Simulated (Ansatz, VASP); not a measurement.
TiSi in VASP and in Ansatz

File INCAR:

```
SYSTEM = TiSi
PREC = Accurate ; ENCUT = 520
EDIFF = 1E-6 ; ISMEAR = 0
SIGMA = 0.15 ; LREAL = .False.
LASPH = .True. ; NELM = 100
ALGO = Fast ; ISIF = 2
LWAVE = .False. ; LCHARG = .True.
GGA = CA ; LELF = .True.
LVHAR = .True. ; NBANDS = 15
```

KPOINTS

```
Automatic mesh
0
Gamma
  18 18 12
  0 0 0
```

The input POSCAR:

```
TiSi
1.0
    1.7616926600     -2.0540952800      0.0000000000
    1.7616926600      2.0540952800      0.0000000000
    0.0000000000      0.0000000000      3.9180520200
Ti Si
1 1
Direct
    0.5000000000      0.5000000000      0.0000000000
    0.0000000000      0.0000000000      0.5000000000
```

Input for Ansatz:

```yaml
crystal:
  lattice:
    - [1.76169266, -2.05409528, 0.0]
    - [1.76169266, 2.05409528, 0.0]
    - [0.0, 0.0, 3.91805202]
  atoms:
    - { symbol: Ti, position: [0.5, 0.5, 0.0] }
    - { symbol: Si, position: [0.0, 0.0, 0.5] }
basis:
  ecutwfc: 420
kpoints:
  mp_grid: { grid: [18, 18, 12] }
hamiltonian:
  xc: lda
scf:
  occupations: { method: gaussian, width: 0.15 }
output:
  forces: true
  stress: true
  eigenvalues: true
```

Change from the starting cell: strain -0.030 along x and y, +0.030 along z, atoms carried along.

Alike in both runs: task single point; functional LDA; k mesh 18 × 18 × 12; occupations gaussian, width 0.15 eV; no spin polarisation.

|  | VASP | Ansatz |
| --- | --- | --- |
| version | VASP 6.6.1 | Ansatz 0.2.0 |
| potentials or method | VASP PAW LDA potentials, release 64 (Ti_sv, Si) | scalar-relativistic, plane waves, PAW |
| plane-wave cutoff (eV) | 520 | 420 |
| valence electrons in the cell | 16 | 16 |

```tsv
	VASP	Ansatz	Ansatz less VASP
gap on the k mesh at the Fermi level (eV)	none	none	-
pressure (GPa)	-4.9	-4.8	+0.09
largest component of the traceless stress (GPa)	4.16	4.24	+0.085
```

A gap of «none» marks a metal or a gap that the smearing closes.
